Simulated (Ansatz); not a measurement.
CuAu:

```xyz
2
Lattice="1.4431 0.8331 4.2562 -1.4431 0.8331 4.2562 0.0000 -1.6663 4.2562" Properties=species:S:1:pos:R:3 pbc="T T T"
Au    0.0000    0.0000    0.0000
Cu    0.0000    0.0000    6.3843
```

The cell comes from a database or a generator and needn't be the stable form of this composition.

* Program: Ansatz 0.2.0
* Task: relaxation of cell and atoms
* Functional: r2SCAN
* Potentials or basis: Ansatz PAW
* Cutoff: 500 eV (not typed: the program's choice for these potentials)
* k mesh: 11 × 11 × 11
* Occupations: fermi-dirac, width 0.05 eV
* Spin: no spin polarisation

At the start: volume 15.35 Å³/atom.

Task: How do energy, volume and symmetry change on relaxing?

Result: It ends after 7 steps and the volume is 14.81 Å³/atom (-3.5 %); space group R-3m (No. 166, to 0.05 Å).

The path:
```csv
step,energy change (eV),largest force (eV/Å),volume (Å³)
1,0.0000,0.0000,30.70
2,-0.0133,0.0000,29.07
3,-0.0183,0.0000,29.66
4,-0.0190,0.0000,29.63
5,-0.0198,0.0000,29.63
6,-0.0199,0.0000,29.62
7,-0.0194,0.0000,29.62
```

Final structure:
```yaml
crystal:
  lattice:
    - [1.41042, 0.81431, 4.29853]
    - [-1.41042, 0.81431, 4.29853]
    - [0.00000, -1.62861, 4.29853]
  atoms:
    - { symbol: Au, position: [0.00000, 0.00000, 0.00000] }
    - { symbol: Cu, position: [0.50000, 0.50000, 0.50000] }
```

Caveat: the plane-wave basis is chosen anew once the cell has moved, so the energies of steps on either side of that aren't comparable; the PAW data sets come from PBE, with cores solved anew for the run's functional, which leaves a small shift of forces and pressure.
